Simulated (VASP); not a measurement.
# BP (F-43m) in VASP: further runs

The runs below take BP through relaxation of cell and atoms, with PBEsol, LDA.

Everything below comes from runs of VASP 6.6.1. Logs are shortened: lines on timing, memory, paths and dates and some standing lists are left out, and cuts for length are marked.

### 1 The crystal as given

The structure is cubic, space group F-43m (No. 216). The conventional cell has a = 4.521 Å, b = 4.521 Å, c = 4.521 Å, α = 90.00°, β = 90.00°, γ = 90.00°. Around B (site symmetry -43m) lie 4 P at 1.96 Å. P (site symmetry -43m) has 4 B at 1.96 Å as nearest neighbours.

### 2 Relaxation of cell and atoms, PBEsol

File INCAR:

```
SYSTEM = BP
PREC = Accurate
ENCUT = 600
EDIFF = 1E-7
ISMEAR = 0
SIGMA = 0.03
LREAL = .False.
LASPH = .True.
NELM = 80
ALGO = Normal
ISIF = 3
LWAVE = .False.
LCHARG = .False.
GGA = PS
IBRION = 2
NSW = 90
EDIFFG = -0.005
```

File KPOINTS:

```
regular mesh
0
Gamma
  10 10 10
  0 0 0
```

File POSCAR:

```
BP                                      
1.0
   -0.0000000000      2.2605516541      2.2605516541
    2.2605516541      0.0000000000      2.2605516541
    2.2605516541      2.2605516541     -0.0000000000
  B               P             
     1     1
Direct
     0.0000000000000000    0.0000000000000000    0.0000000000000000
     0.2500000000000000    0.2500000000000000    0.2500000000000000
```

Potentials or basis: VASP PAW PBE potentials, release 64 (B, P).

Command:

```sh
$ cat potpaw_PBE.64/B/POTCAR potpaw_PBE.64/P/POTCAR > POTCAR
$ mpirun -np 1 vasp_std > vasp.out
```

OUTCAR:

```text
SYSTEM = BP
   PREC = Accurate
   ENCUT = 600
   EDIFF = 1E-7
   ISMEAR = 0
   LREAL = .False.
   LASPH = .True.
   NELM = 80
   ISIF = 3
   GGA = PS
   IBRION = 2
   NSW = 90
   EDIFFG = -0.005

 ion  position               nearest neighbor table
   1  0.000  0.000  0.000-   2 1.96   2 1.96   2 1.96   2 1.96
   2  0.250  0.250  0.250-   1 1.96   1 1.96   1 1.96   1 1.96

  LATTYP: Found a face centered cubic cell.
 ALAT       =     4.5211033082

  Lattice vectors:

 A1 = (   0.0000000000,   2.2605516541,   2.2605516541)
 A2 = (   2.2605516541,   0.0000000000,   2.2605516541)
 A3 = (   2.2605516541,   2.2605516541,   0.0000000000)

Analysis of symmetry for initial positions (statically):
=====================================================================
 Subroutine PRICEL returns:
 Original cell was already a primitive cell.

 Routine SETGRP: Setting up the symmetry group for a
 face centered cubic supercell.

 Subroutine GETGRP returns: Found 24 space group operations
 (whereof 24 operations were pure point group operations)
 out of a pool of 48 trial point group operations.

The static configuration has the point symmetry T_d .

Analysis of symmetry for dynamics (positions and initial velocities):
=====================================================================
 Subroutine PRICEL returns:
 Original cell was already a primitive cell.

 Routine SETGRP: Setting up the symmetry group for a
 face centered cubic supercell.

 Subroutine GETGRP returns: Found 24 space group operations
 (whereof 24 operations were pure point group operations)
 out of a pool of 48 trial point group operations.

The dynamic configuration has the point symmetry T_d .

 Subroutine INISYM returns: Found 24 space group operations
 (whereof 24 operations are pure point group operations),
 and found     1 'primitive' translations

----------------------------------------------------------------------------------------

                                     Primitive cell

  volume of cell :      23.1033

  direct lattice vectors                    reciprocal lattice vectors
     0.000000000  2.260551654  2.260551654    -0.221184948  0.221184948  0.221184948
     2.260551654  0.000000000  2.260551654     0.221184948 -0.221184948  0.221184948
     2.260551654  2.260551654  0.000000000     0.221184948  0.221184948 -0.221184948

  length of vectors
     3.196902808  3.196902808  3.196902808     0.383103568  0.383103568  0.383103568

  position of ions in fractional coordinates (direct lattice)
     0.000000000  0.000000000  0.000000000
     0.250000000  0.250000000  0.250000000

  ion indices of the primitive-cell ions
   primitive index   ion index
                 1           1
                 2           2

----------------------------------------------------------------------------------------

 KPOINTS: regular mesh

Automatic generation of k-mesh.
 Grid dimensions read from file:
 generate k-points for:   10   10   10

 Generating k-lattice:

  Cartesian coordinates                     Fractional coordinates (reciprocal lattice)
    -0.022118495  0.022118495  0.022118495     0.100000000  0.000000000  0.000000000
     0.022118495 -0.022118495  0.022118495     0.000000000  0.100000000  0.000000000
     0.022118495  0.022118495 -0.022118495     0.000000000  0.000000000  0.100000000

  Length of vectors
     0.038310357  0.038310357  0.038310357

  Shift w.r.t. Gamma in fractional coordinates (k-lattice)
     0.000000000  0.000000000  0.000000000

 Subroutine IBZKPT returns following result:
 ===========================================

 Found     47 irreducible k-points:

 Following reciprocal coordinates:
            Coordinates               Weight
  0.000000  0.000000  0.000000      1.000000
  0.100000  0.000000  0.000000      8.000000
  0.200000  0.000000  0.000000      8.000000
  0.300000  0.000000  0.000000      8.000000
  0.400000  0.000000  0.000000      8.000000
  0.500000  0.000000  0.000000      4.000000
[... 16 lines left out ...]
  0.300000  0.300000  0.000000      6.000000
  0.400000  0.300000  0.000000     24.000000
 [... further k-points ...]
   k-points           NKPTS =     47   k-points in BZ     NKDIM =     47   number of bands    NBANDS=      8
   number of dos      NEDOS =    301   number of ions     NIONS =      2
   total plane-waves  NPLWV =  21952
   dimension x,y,z NGX =    28 NGY =   28 NGZ =   28
   dimension x,y,z NGXF=    56 NGYF=   56 NGZF=   56
   ions per type =               1   1
   NGX,Y,Z   is equivalent  to a cutoff of  14.56, 14.56, 14.56 a.u.
   NGXF,Y,Z  is equivalent  to a cutoff of  29.12, 29.12, 29.12 a.u.
 SYSTEM =  BP
   PREC   = accura    normal or accurate (medium, high low for compatibility)
   ISTART =      0    job   : 0-new  1-cont  2-samecut
   ICHARG =      2    charge: 1-file 2-atom 10-const
   ISPIN  =      1    spin polarized calculation?
   LNONCOLLINEAR =      F non collinear calculations
   LSORBIT =      F    spin-orbit coupling
   LASPH  =      T    aspherical Exc in radial PAW
   ENCUT  =  600.0 eV  44.10 Ry    6.64 a.u.   6.39  6.39  6.39*2*pi/ulx,y,z
   NELM   =     80;   NELMIN=  2; NELMDL= -5     # of ELM steps
   EDIFF  = 0.1E-06   stopping-criterion for ELM
   LREAL  =      F    real-space projection
   EDIFFG = -.5E-02   stopping-criterion for IOM
   NSW    =     90    number of steps for IOM
   IBRION =      2    ionic relax: 0-MD 1-quasi-New 2-CG
   NFREE  =      1    steps in history (QN), initial steepest desc. (CG)
   ISIF   =      3    stress and relaxation
   ISYM   =      2    0-nonsym 1-usesym 2-fastsym
   POTIM  = 0.5000    time-step for ionic-motion
   TEBEG  =    0.0;   TEEND  =   0.0 temperature during run
   PSTRESS=    0.0 pullay stress
   NELECT =       8.0000    total number of electrons
   NUPDOWN=      -1.0000    fix difference up-down
   EMIN   =  10.00;   EMAX   =-10.00  energy-range for DOS
   EFERMI =   0.00;   METHOD = LEGACY
   ISMEAR =     0;   SIGMA  =   0.03  broadening in eV -4-tet -1-fermi 0-gaus
   EFERMI_NEDOS =   21; number of points for ismear=-14 and -15
   IALGO  =     38    algorithm
   IMIX   =      4    mixing-type and parameters
     AMIX     =   0.40;   BMIX     =  1.00
     AMIX_MAG =   1.60;   BMIX_MAG =  1.00
  volume/ion in A,a.u.               =      11.55        77.95
  Fermi-wavevector in a.u.,A,eV,Ry     =   1.149601  2.172431 17.981215  1.321582
  Thomas-Fermi vector in A             =   2.286270
   LORBIT       =      0    0 simple, 1 ext, 2 COOP (PROOUT), +10 PAW based schemes
   GGA     = PS    functional components
   LHFCALC =     F    Hartree Fock is set to
   AEXX    =    0.0000 exact exchange contribution
   IVDW    =     0    specifies the selected vdW correction
   LEPSILON=     F    determine dielectric tensor
   LRPA    =     F    only Hartree local field effects (RPA)
 conjugate gradient relaxation of ions
 non-spin polarized calculation
 Gauss-broadening in eV      SIGMA  =   0.03
  energy-cutoff  :      600.00
  volume of cell :       23.10
 maximum number of plane-waves:       785
 NGX is ok and might be reduce to    28
   NGX = 13   NGY = 13   NGZ = 13

 number of electron       8.0000000 magnetization

 Free energy of the ion-electron system (eV)
  ---------------------------------------------------
  ext. energy  EPLUGINS =         0.00000000
  ---------------------------------------------------
  free energy    TOTEN  =       -13.67526506 eV

  energy without entropy =      -13.67526506  energy(sigma->0) =      -13.67526506

 E-fermi :   7.6771     XC(G=0): -11.0930

 val. band max:        7.5378211394   @ k =   0.0000   0.0000   0.0000
 cond. band min:       8.6543108817   @ k =   0.4000   0.4000   0.0000
 fundamental gap:      1.1164897423
 Fermi energy:         7.6770830318

 k-point     1 :       0.0000    0.0000    0.0000
  band No.  band energies     occupation
      1      -8.0601      2.00000
      2       7.5378      2.00000
      3       7.5378      2.00000
      4       7.5378      2.00000
      5      10.9113      0.00000
      6      10.9113      0.00000
      7      10.9113      0.00000
      8      15.0509      0.00000

 k-point     2 :       0.1000    0.0000    0.0000
  band No.  band energies     occupation
      1      -7.8777      2.00000
      2       6.2154      2.00000
      3       7.2363      2.00000
      4       7.2363      2.00000
      5      11.3274      0.00000
      6      11.3274      0.00000
      7      11.3582      0.00000
      8      15.5574      0.00000

 k-point     3 :       0.2000    0.0000    0.0000
  band No.  band energies     occupation
      1      -7.3371      2.00000
      2       3.8434      2.00000
      3       6.6685      2.00000
      4       6.6685      2.00000
      5      11.5703      0.00000
      6      12.0524      0.00000
      7      12.0524      0.00000
      8      16.6686      0.00000

 k-point     4 :       0.3000    0.0000    0.0000
  band No.  band energies     occupation
      1      -6.4670      2.00000
      2       1.4532      2.00000
      3       6.1745      2.00000
      4       6.1745      2.00000
      5      11.4880      0.00000
      6      12.3662      0.00000
      7      12.3662      0.00000
      8      17.4681      0.00000

 k-point     5 :       0.4000    0.0000    0.0000
  band No.  band energies     occupation
      1      -5.3774      2.00000
      2      -0.6006      2.00000
      3       5.8624      2.00000
      4       5.8624      2.00000
      5      11.3801      0.00000
      6      12.2773      0.00000
      7      12.2773      0.00000
      8      17.5645      0.00000
[... 177 lines left out ...]
 k-point    22 :      -0.2000    0.2000    0.0000
  band No.  band energies     occupation
      1      -6.1717      2.00000
      2       2.2441      2.00000
      3       3.2760      2.00000
      4       6.2777      2.00000
      5      11.9776      0.00000
      6      12.8430      0.00000
      7      13.9184      0.00000
      8      15.8645      0.00000

 k-point    23 :       0.3000    0.3000    0.0000
  band No.  band energies     occupation
      1      -5.9178      2.00000
      2       2.6954      2.00000
      3       4.2569      2.00000
      4       4.2569      2.00000
      5       8.9567      0.00000
      6      11.3086      0.00000
      7      16.4466      0.00000
      8      16.4466      0.00000

 k-point    24 :       0.4000    0.3000    0.0000
  band No.  band energies     occupation
      1      -5.0798      2.00000
      2       1.3491      2.00000
      3       3.4067      2.00000
      4       3.9589      2.00000
      5       9.2412      0.00000
      6      11.0314      0.00000
      7      17.0650      0.00000
      8      17.0687      0.00000

 [... further k-points ...]

------------------------ aborting loop because EDIFF is reached ----------------------------------------

  FORCE on cell =-STRESS in cart. coord.  units (eV):
  Direction    XX          YY          ZZ          XY          YZ          ZX
  --------------------------------------------------------------------------------------
  -------------------------------------------------------------------------------------
  Total        0.0001758      0.0001758      0.0001758     -0.0000000      0.0000000      0.0000000
  in kB        0.0121920      0.0121920      0.0121920     -0.0000000      0.0000000      0.0000000
  external PRESSURE =       0.0121920 kB  Pullay stress =       0.0000000 kB

 VOLUME and BASIS-vectors are now :
 -----------------------------------------------------------------------------
  energy-cutoff  :      600.00
  volume of cell :       23.10
      direct lattice vectors                 reciprocal lattice vectors
     0.000000000  2.260551654  2.260551654    -0.221184948  0.221184948  0.221184948
     2.260551654  0.000000000  2.260551654     0.221184948 -0.221184948  0.221184948
     2.260551654  2.260551654  0.000000000     0.221184948  0.221184948 -0.221184948

 POSITION                                       TOTAL-FORCE (eV/Angst)
 -----------------------------------------------------------------------------------
      0.00000      0.00000      0.00000        -0.000000      0.000000      0.000000
      1.13028      1.13028      1.13028         0.000000     -0.000000     -0.000000
 -----------------------------------------------------------------------------------
    total drift:                               -0.000000     -0.000000      0.000000

  FREE ENERGIE OF THE ION-ELECTRON SYSTEM (eV)
  ---------------------------------------------------
  free  energy   TOTEN  =       -13.6752650567 eV

  energy  without entropy=      -13.6752650567  energy(sigma->0) =      -13.67526506

 reached required accuracy - stopping structural energy minimisation
```

It took 9.7 s on 1 thread of Intel Xeon Platinum 8559C (Emerald Rapids), shared host; peak memory 0.15 GiB.

Results:

| Item | Value |
| --- | --- |
| Free energy | -13.6753 eV |
| Pressure after relaxing | 0.0 GPa |
| Band gap on the k mesh | 1.12 eV, indirect (least direct gap 3.37 eV) |

Final structure:
```
B P
1.0
     0.00000    2.26055    2.26055
     2.26055    0.00000    2.26055
     2.26055    2.26055    0.00000
B P
1 1
Direct
  0.00000 0.00000 0.00000
  0.25000 0.25000 0.25000
```

Levels at points of the mesh, in eV from the valence-band top:
| k point | band 1 | band 2 | band 3 | band 4 | band 5 | band 6 | band 7 | band 8 |
| --- | --- | --- | --- | --- | --- | --- | --- | --- |
| (0.00, 0.00, 0.00) | -15.60 | 0.00 | 0.00 | 0.00 | 3.37 | 3.37 | 3.37 | 7.51 |
| (0.50, 0.00, 0.00) | -12.20 | -9.18 | -1.78 | -1.78 | 3.80 | 4.66 | 4.66 | 9.97 |
| (0.50, 0.50, 0.00) | -10.66 | -8.66 | -4.19 | -4.19 | 1.20 | 1.51 | 12.20 | 12.20 |

Caveat: the relaxation stopped at its first step, so nothing moved; the PAW data sets were made with another functional, which shifts forces and pressure a little. A k mesh can miss the band edges.

### 3 Relaxation of cell and atoms, LDA

This run uses another cell than the first one, of 11.68 Å³/atom, 1.011 times its volume.

File INCAR:

```
SYSTEM = BP
  PREC = Accurate
  ENCUT = 600
  EDIFF = 1E-6
  ISMEAR = 0
  SIGMA = 0.03
  LREAL = .FALSE.
  LASPH = .TRUE.
  NELM = 80
  ALGO = Normal
  ISIF = 3
  LWAVE = .FALSE.
  LCHARG = .FALSE.
  IBRION = 2
  NSW = 90
  EDIFFG = -0.01
```

File KPOINTS:

```
Automatic mesh
0
G
  10 10 10
  0 0 0
```

File POSCAR:

```
BP
1.0
    0.0000000000      2.2690000000      2.2690000000
    2.2690000000      0.0000000000      2.2690000000
    2.2690000000      2.2690000000      0.0000000000
B P
1 1
Direct
    0.0000000000      0.0000000000      0.0000000000
    0.2500000000      0.2500000000      0.2500000000
```

Potentials or basis: VASP PAW LDA potentials, release 64 (B, P).

Command:

```sh
$ cat potpaw_LDA.64/B/POTCAR potpaw_LDA.64/P/POTCAR > POTCAR
$ mpirun -np 1 vasp_std > vasp.out
```

Wall time 18 s (1 thread of Intel Xeon Platinum 8559C (Emerald Rapids), shared host); peak memory 0.14 GiB.

It converged, with:

```yaml
Free_energy: -14.4013 eV
Relaxed_volume: 11.31 Å³/atom
Relaxed_cell: a = 3.175 Å, b = 3.175 Å, c = 3.175 Å, α = 60.00°, β = 60.00°, γ = 60.00°
Space_group_after_relaxing_to_0.05_Å: F-43m (No. 216)
Energy_gained_by_relaxing: 6.3 meV/atom
Ionic_steps: 3
Pressure_after_relaxing: 0.0 GPa
Band_gap_on_the_k_mesh: 1.15 eV, indirect (least direct gap 3.43 eV)
```

The path:
```csv
step,energy change (eV),largest force (eV/Å),pressure (GPa),volume (Å³)
1,0.0000,0.0000,-5.32,23.36
2,-0.0051,0.0000,4.50,22.08
3,-0.0126,0.0000,-0.01,22.63
```

Final structure:
```yaml
crystal:
  lattice:
    - [0.00000, 2.24486, 2.24486]
    - [2.24486, 0.00000, 2.24486]
    - [2.24486, 2.24486, 0.00000]
  atoms:
    - { symbol: B, position: [0.00000, 0.00000, 0.00000] }
    - { symbol: P, position: [0.25000, 0.25000, 0.25000] }
```

Levels at points of the mesh, in eV from the valence-band top:
```
           k point  band 1  band 2  band 3  band 4  band 5  band 6  band 7  band 8
(0.00, 0.00, 0.00)  -15.68    0.00    0.00    0.00    3.43    3.43    3.43    7.86
(0.50, 0.00, 0.00)  -12.22   -9.24   -1.79   -1.79    3.98    4.70    4.70   10.04
(0.50, 0.50, 0.00)  -10.68   -8.65   -4.22   -4.22    1.24    1.53   12.30   12.30
```

A k mesh can miss the band edges. LDA usually gives volumes a few per cent too small.

### 4 Relaxation of cell and atoms, LDA

This run uses another cell than the first one, of 11.31 Å³/atom, 0.979 times its volume.

INCAR: that of step 3 with these lines changed.

```diff
@@ -3,3 +3,3 @@
   ENCUT = 600
-  EDIFF = 1E-6
+  EDIFF = 1E-7
   ISMEAR = 0
@@ -15,2 +15,2 @@
   NSW = 90
-  EDIFFG = -0.01
+  EDIFFG = -0.005
```

KPOINTS is that of step 3.

File POSCAR:

```
BP                                      
1.0
    0.0000000000      2.2448630182      2.2448630182
    2.2448630182      0.0000000000      2.2448630182
    2.2448630182      2.2448630182      0.0000000000
  B               P             
     1     1
Direct
     0.0000000000000000    0.0000000000000000    0.0000000000000000
     0.2500000000000000    0.2500000000000000    0.2500000000000000
```

Command:

```sh
$ cat potpaw_LDA.64/B/POTCAR potpaw_LDA.64/P/POTCAR > POTCAR
$ mpirun -np 1 vasp_std > vasp.out
```

It used 6 s of CPU time on 1 thread of Intel(R) Xeon(R) Platinum 8559C (Emerald Rapids), with other jobs on the host, which was overloaded at the time.

Results (log left out):

```
Free energy             : -14.4010 eV
Pressure after relaxing : 0.0 GPa
Band gap on the k mesh  : 1.15 eV, indirect (least direct gap 3.43 eV)
```

Final structure:
```xyz
2
Lattice="0.0000 2.2449 2.2449 2.2449 0.0000 2.2449 2.2449 2.2449 0.0000" Properties=species:S:1:pos:R:3 pbc="T T T"
B     0.0000    0.0000    0.0000
P     1.1224    1.1224    1.1224
```

Levels at points of the mesh, in eV from the valence-band top:
```csv
k point,band 1,band 2,band 3,band 4,band 5,band 6,band 7,band 8
"(0.00, 0.00, 0.00)",-15.68,0.00,0.00,0.00,3.43,3.43,3.43,7.86
"(0.50, 0.00, 0.00)",-12.22,-9.24,-1.79,-1.79,3.98,4.70,4.70,10.04
"(0.50, 0.50, 0.00)",-10.68,-8.65,-4.22,-4.22,1.24,1.53,12.30,12.30
```

Caveat: the relaxation stopped at its first step, so nothing moved. A k mesh can miss the band edges.
